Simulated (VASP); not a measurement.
# HfO2 (Fm-3m) in VASP: single point with PBEsol

Aim: the single point of HfO2 with PBEsol.

All numbers are computed with VASP 6.6.1; they aren't measurements. Logs are shortened: lines on timing, memory, paths and dates and some standing lists are left out, and cuts for length are marked.

## 1. Starting point

The structure is cubic, space group Fm-3m (No. 225). The conventional cell has a = 5.019 Å, b = 5.019 Å, c = 5.019 Å, α = 90.00°, β = 90.00°, γ = 90.00°. Around Hf (site symmetry m-3m) lie 8 O at 2.17 Å. Around O (site symmetry -43m) lie 4 Hf at 2.17 Å.

Measurements of this composition are mostly on another form, of space group No. 14.

## 2. Single point, PBEsol, non-collinear spin, zero start, spin-orbit coupling

INCAR

```
PREC = Accurate
ENCUT = 520
EDIFF = 1E-6
ISMEAR = 0
SIGMA = 0.02
LREAL = False
LASPH = True
NELM = 100
ALGO = Fast
ISIF = 2
LWAVE = False
LCHARG = False
LNONCOLLINEAR = True
MAGMOM = 0 0 0 0 0 0 0 0 0
LORBIT = 11
LSORBIT = True
GGA_COMPAT = False
LMAXMIX = 4
GGA = PS
NBANDS = 35
```

KPOINTS

```
Automatic mesh
0
Gamma
  8 8 8
```

POSCAR

```
HfO2
1.0
    0.0000000000      2.5093900000      2.5093900000
    2.5093900000      0.0000000000      2.5093900000
    2.5093900000      2.5093900000      0.0000000000
Hf O
1 2
Direct
    0.0000000000      0.0000000000      0.0000000000
    0.7500000000      0.7500000000      0.7500000000
    0.2500000000      0.2500000000      0.2500000000
```

Potentials or basis: VASP PAW PBE potentials, release 64 (Hf_pv, O).

On the command line:

```console
$ cat potpaw_PBE.64/Hf_pv/POTCAR potpaw_PBE.64/O/POTCAR > POTCAR
$ mpirun -np 1 vasp_ncl > vasp.out
```

OUTCAR:

```text
PREC = Accurate
   ENCUT = 520
   EDIFF = 1E-6
   ISMEAR = 0
   LREAL = False
   LASPH = True
   NELM = 100
   ISIF = 2
   LNONCOLLINEAR = True
   LORBIT = 11
   LSORBIT = True
   GGA = PS

 ion  position               nearest neighbor table
   1  0.000  0.000  0.000-   2 2.17   2 2.17   2 2.17   2 2.17   3 2.17   3 2.17   3 2.17   3 2.17

   2  0.750  0.750  0.750-   1 2.17   1 2.17   1 2.17   1 2.17
   3  0.250  0.250  0.250-   1 2.17   1 2.17   1 2.17   1 2.17

  LATTYP: Found a face centered cubic cell.
 ALAT       =     5.0187800000

  Lattice vectors:

 A1 = (   0.0000000000,   2.5093900000,   2.5093900000)
 A2 = (   2.5093900000,   0.0000000000,   2.5093900000)
 A3 = (   2.5093900000,   2.5093900000,   0.0000000000)

Analysis of symmetry for initial positions (statically):
=====================================================================
 Subroutine PRICEL returns:
 Original cell was already a primitive cell.

 Routine SETGRP: Setting up the symmetry group for a
 face centered cubic supercell.

 Subroutine GETGRP returns: Found 48 space group operations
 (whereof 48 operations were pure point group operations)
 out of a pool of 48 trial point group operations.

The static configuration has the point symmetry O_h .

Analysis of symmetry for dynamics (positions and initial velocities):
=====================================================================
 Subroutine PRICEL returns:
 Original cell was already a primitive cell.

 Routine SETGRP: Setting up the symmetry group for a
 face centered cubic supercell.

 Subroutine GETGRP returns: Found 48 space group operations
 (whereof 48 operations were pure point group operations)
 out of a pool of 48 trial point group operations.

The dynamic configuration has the point symmetry O_h .

Analysis of structural, dynamic, and magnetic symmetry:
=====================================================================
 Subroutine PRICEL returns:
 Original cell was already a primitive cell.

[... 1064 lines left out ...]
  FORCE on cell =-STRESS in cart. coord.  units (eV):
  Direction    XX          YY          ZZ          XY          YZ          ZX
  --------------------------------------------------------------------------------------
  -------------------------------------------------------------------------------------
  Total        0.0722022      0.0722022      0.0722022      0.0000000     -0.0000000      0.0000000
  in kB        3.6603853      3.6603853      3.6603853      0.0000000     -0.0000000      0.0000000
  external PRESSURE =       3.6603853 kB  Pullay stress =       0.0000000 kB

 VOLUME and BASIS-vectors are now :
 -----------------------------------------------------------------------------
  energy-cutoff  :      520.00
  volume of cell :       31.60
      direct lattice vectors                 reciprocal lattice vectors
     0.000000000  2.509390000  2.509390000    -0.199251611  0.199251611  0.199251611
     2.509390000  0.000000000  2.509390000     0.199251611 -0.199251611  0.199251611
     2.509390000  2.509390000  0.000000000     0.199251611  0.199251611 -0.199251611

 POSITION                                       TOTAL-FORCE (eV/Angst)
 -----------------------------------------------------------------------------------
      0.00000      0.00000      0.00000        -0.000000      0.000000     -0.000000
      3.76408      3.76408      3.76408         0.000000      0.000000      0.000000
      1.25469      1.25469      1.25469        -0.000000     -0.000000     -0.000000
 -----------------------------------------------------------------------------------
    total drift:                                0.000000      0.000000      0.000000

  FREE ENERGIE OF THE ION-ELECTRON SYSTEM (eV)
  ---------------------------------------------------
  free  energy   TOTEN  =       -32.2626333109 eV

  energy  without entropy=      -32.2626333109  energy(sigma->0) =      -32.26263331

 Spin-Orbit-Coupling matrix elements

 Ion:    1  E_soc:     -1.2393435
 l=   1
     0.0000000    -0.2029110    -0.2029110
    -0.2029110     0.0000000    -0.2029110
    -0.2029110    -0.2029110     0.0000000
 l=   2
     0.0000000    -0.0008892     0.0000000    -0.0008892    -0.0027570
    -0.0008892     0.0000000    -0.0020678    -0.0008892    -0.0006893
     0.0000000    -0.0020678     0.0000000    -0.0020678     0.0000000
    -0.0008892    -0.0008892    -0.0020678     0.0000000    -0.0006893
    -0.0027570    -0.0006893     0.0000000    -0.0006893     0.0000000
 l=   3
     0.0000000     0.0000000     0.0000000     0.0000000     0.0000000     0.0000000     0.0000000
     0.0000000     0.0000000     0.0000000     0.0000000     0.0000000     0.0000000     0.0000000
     0.0000000     0.0000000     0.0000000     0.0000000     0.0000000     0.0000000     0.0000000
     0.0000000     0.0000000     0.0000000     0.0000000     0.0000000     0.0000000     0.0000000
[... 29 lines left out ...]
 l=   2
     0.0000000     0.0000000     0.0000000     0.0000000     0.0000000
     0.0000000     0.0000000     0.0000000     0.0000000     0.0000000
     0.0000000     0.0000000     0.0000000     0.0000000     0.0000000
     0.0000000     0.0000000     0.0000000     0.0000000     0.0000000
     0.0000000     0.0000000     0.0000000     0.0000000     0.0000000
 l=   3
     0.0000000     0.0000000     0.0000000     0.0000000     0.0000000     0.0000000     0.0000000
     0.0000000     0.0000000     0.0000000     0.0000000     0.0000000     0.0000000     0.0000000
     0.0000000     0.0000000     0.0000000     0.0000000     0.0000000     0.0000000     0.0000000
     0.0000000     0.0000000     0.0000000     0.0000000     0.0000000     0.0000000     0.0000000
     0.0000000     0.0000000     0.0000000     0.0000000     0.0000000     0.0000000     0.0000000
     0.0000000     0.0000000     0.0000000     0.0000000     0.0000000     0.0000000     0.0000000
     0.0000000     0.0000000     0.0000000     0.0000000     0.0000000     0.0000000     0.0000000

 total charge

# of ion       s       p       d       tot
------------------------------------------
    1        0.304   6.671   1.435   8.410
    2        1.558   3.549   0.000   5.107
    3        1.558   3.549   0.000   5.107
--------------------------------------------------
tot          3.419  13.769   1.435  18.623

 magnetization (x)

# of ion       s       p       d       tot
------------------------------------------
    1        0.000   0.000   0.000   0.000
    2       -0.000   0.000   0.000  -0.000
    3       -0.000   0.000   0.000  -0.000
--------------------------------------------------
tot         -0.000   0.000   0.000  -0.000

 magnetization (y)

# of ion       s       p       d       tot
------------------------------------------
    1        0.000   0.000   0.000   0.000
    2        0.000   0.000   0.000   0.000
    3        0.000   0.000   0.000   0.000
--------------------------------------------------
tot          0.000   0.000   0.000   0.000

 magnetization (z)

# of ion       s       p       d       tot
------------------------------------------
    1        0.000   0.000  -0.000   0.000
    2        0.000   0.000   0.000   0.000
    3        0.000   0.000   0.000   0.000
--------------------------------------------------
tot          0.000   0.000  -0.000   0.000
```

It took 57 s on 1 thread of AMD EPYC 9R45 (Zen 5), shared host; peak memory 0.24 GiB.

What came out:

```yaml
Free_energy: -32.2626 eV
Pressure: 0.4 GPa
Net_moment: 0.00 μB per cell
Valence_electrons_inside_the_program's_atomic_spheres: Hf 8.41; O 5.11
```

Moments on the atoms (μB; x, y, z):
```
Hf  0.00 0.00 0.00
O   0.00 0.00 0.00
O   0.00 0.00 0.00
```

Caveat: the PAW data sets were made with another functional, which shifts forces and pressure a little.
